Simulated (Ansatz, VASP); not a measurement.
# One calculation of Gd, two programs

```
Gd
1.0
     0.00000    2.58582    2.58582
     2.58582    0.00000    2.58582
     2.58582    2.58582    0.00000
Gd
1
Direct
  0.00000 0.00000 0.00000
```

Alike in both runs: task single point; functional PBE; k mesh 11 × 11 × 11; occupations fermi-dirac, width 0.05 eV; collinear spin.

|  | VASP | Ansatz |
| --- | --- | --- |
| version | VASP 6.6.1 | Ansatz 0.2.0 |
| potentials or method | VASP PAW PBE potentials, release 64 (Gd) | PAW with Ansatz's default frozen-core files, scalar-relativistic |
| plane-wave cutoff (eV) | 520 | 420 |
| valence electrons in the cell | 18 | 18 |

|  | VASP | Ansatz | Ansatz less VASP |
| --- | --- | --- | --- |
| pressure (GPa) | -1.6 | -1.3 | +0.33 |
| net moment per atom (μB) | 7.53 | 7.52 | -0.009 |
| size of the moment on the site where the two differ most (μB) | 6.95 | 7.28 | +0.338 |

Site moments also hang on the region over which each program counts them.

 The state reached can hang on the start; a lower one may exist.
